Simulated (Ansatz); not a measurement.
# BAs: from a trial structure to a relaxed crystal

Level of theory: Ansatz 0.2.0, DFT PBE, scalar-relativistic, plane waves, PAW. Cutoff 420 eV, Γ-centred k mesh, Gaussian smearing, no spin polarisation in the final step.

A relaxed cell is given with its space group left out.

```xyz
8
Lattice="-3.0734 3.0734 2.9288 3.0734 -3.0734 2.9288 3.0734 3.0734 -2.9288" Properties=species:S:1:pos:R:3 pbc="T T T"
B     0.0000    3.0734    1.4644
B     3.0734    0.0000    1.4644
B     0.0000    0.0000    1.4644
B     0.0000    0.0000    4.3932
As    1.0655    4.1389    0.0000
As    2.0078    1.0655    0.0000
As    2.0078   -1.0655    2.9288
As    1.0655    2.0078    2.9288
```

Formation energies are uncorrected and refer to the elements' standard structures at the same level.

What space group does it have?

I4/mcm (No. 140). Conventional cell: a = 6.147 Å, c = 5.858 Å. B on Wyckoff site b (2 atoms of the primitive cell) is coordinated by 4 As at 2.10 Å; B on Wyckoff site a (2 atoms of the primitive cell) is coordinated by 8 As at 2.70 Å and 6 B at 2.93–3.07 Å; As is coordinated by 2 B at 2.10 Å.

How far does it lie from the elements in energy?

1.19 eV/atom.

Is it a metal?

Yes, bands cross the Fermi level on the 10×10×10 mesh.

The final run used a 10×10×10 mesh on its 8-atom cell and 0.10 eV smearing. The k mesh leaves about 4 meV/atom of noise in metals. The cell came from a trial start, so BAs may not exist in this structure.

Cost: 2 runs of about 4.9 core-minutes in all, on Arm Neoverse V2 (shared hosts).